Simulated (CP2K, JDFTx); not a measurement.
**Li: energy against volume and a worked fit**

The structure is cubic, space group Im-3m (No. 229). The conventional cell has a = 3.509 Å, b = 3.509 Å, c = 3.509 Å, α = 90.00°, β = 90.00°, γ = 90.00°. Li (site symmetry m-3m) is surrounded by 8 Li at 3.04 Å.

The cell was scaled at fixed shape and fractions and run with CP2K, POTENTIAL_UZH Li GTH-SCAN-q3; TZVP-MOLOPT-SCAN-GTH basis; r2SCAN, k mesh 11 × 11 × 11 on the cell of 1 atom, fermi-dirac occupations of 0.05 eV, no spin polarisation, no spin-orbit coupling. Energies are those that the program minimises, any entropy of the smearing included. For a metal such a mesh isn't converged to the digits shown.

```csv
V (Å³/atom),energy over the lowest row (meV/atom)
20.3123,1.298
20.7445,0.258
21.1767,0.000
21.6088,0.450
22.0410,1.552
22.4732,?
22.9054,5.526
```

**Question.** Fit the third-order Birch-Murnaghan form, give V0, B0 and B′, and predict the energy left open.

**Answer.** With y = (V0/V)^(2/3), E = E0 + (9 V0 B0/16) [(y - 1)³ B′ + (y - 1)² (6 - 4y)]. Least squares through the rows shown give V0 = 21.1140 Å³/atom, E0 = -0.009 meV, B0 = 13.05 GPa (1 eV/Å³ = 160.218 GPa) and B′ = 3.08, with a largest miss of 0.003 meV. At V = 22.4732 the form with these constants gives 3.262 meV; the run gave 3.269 meV an atom. Other set-ups at this level, from all their volumes (Å³/atom, GPa): JDFTx, SG15-PBE-1.2 (made for PBE): V0 21.342, B0 12.81. Measured volume: 21.61 Å³/atom at 293 K (COD entry, Crystal Structures 1 7 1963), so the fit lies -2.3 % from it. The runs are for a static lattice.
